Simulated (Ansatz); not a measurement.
## Reading a calculation: TiS₂ (CdI2-type structure)

**What was measured.** “Crystal growth, characterization and electronic band structure of TiSeS”, 2022, arxiv:2210.12799 quotes, for a bulk crystal of TiS2: lattice constant a 3.407 Å; lattice constant c 5.695 Å.

Computed with Ansatz (plane waves, PAW, 500 eV cutoff): r²SCAN, scalar-relativistic, no spin polarisation, 12×12×6 k-mesh, Gaussian smearing of 0.05 eV; PAW files: Ansatz's generated set soft_2.

The compound is reported in the structure type of the start.

The relaxed structure (symmetry read at 0.01 Å). The structure is trigonal, space group P-3m1 (No. 164). The conventional cell has a = 3.425 Å, b = 3.425 Å, c = 5.966 Å, α = 90.00°, β = 90.00°, γ = 120.00°. Ti (site symmetry -3m) is surrounded by 6 S at 2.42 Å. S (site symmetry 3m) is surrounded by 3 Ti at 2.42 Å. (Neighbours are counted to 15 % beyond the shortest distance.)

Problem. Should it be a metal or an insulator?

Solution. Formal charges Ti⁴⁺, S²⁻ balance and leave closed shells on every ion, so a band insulator is expected, and the gap is 0.22 eV.

Problem. How ionic is it?

Solution. Bader charges against formal ones: Ti +1.86 (+4), S −0.93 (−2). The cations give up 47 % of the formal charge; Bader charges stay under formal ones because the anions' density reaches into the cations' basins, the more so the higher the formal charge and the softer the anion.

All results together:

```
Volume                                                : 20.20 Å³/atom
Band gap                                              : 0.22 eV
Smallest direct gap                                   : 0.63 eV
Bader charges                                         : Ti 1.86; S -0.93 e
Formation energy from the elements (0 K, uncorrected) : -1.50 eV/atom
Shear modulus (Hill)                                  : 23 GPa
Young's modulus                                       : 56 GPa
Poisson's ratio                                       : 0.20
Elastically stable                                    : yes
```

**Against experiment.** Measured lattice constant a of TiS2: 3.407 Å (quoted in “Crystal growth, characterization and electronic band structure of TiSeS”, 2022, arxiv:2210.12799). This calculation gives 3.425 Å (+0.5 %). Measured lattice constant c of TiS2: 5.695 Å (quoted in “Crystal growth, characterization and electronic band structure of TiSeS”, 2022, arxiv:2210.12799). This calculation gives 5.966 Å (+4.8 %). The calculation is for a static lattice, without zero-point motion or thermal expansion.

The structure is built of weakly bound layers, and this functional has no dispersion term, so their spacing and all that hangs on it (volume, the soft elastic constants, low modes, dielectric constants) are poorly given.
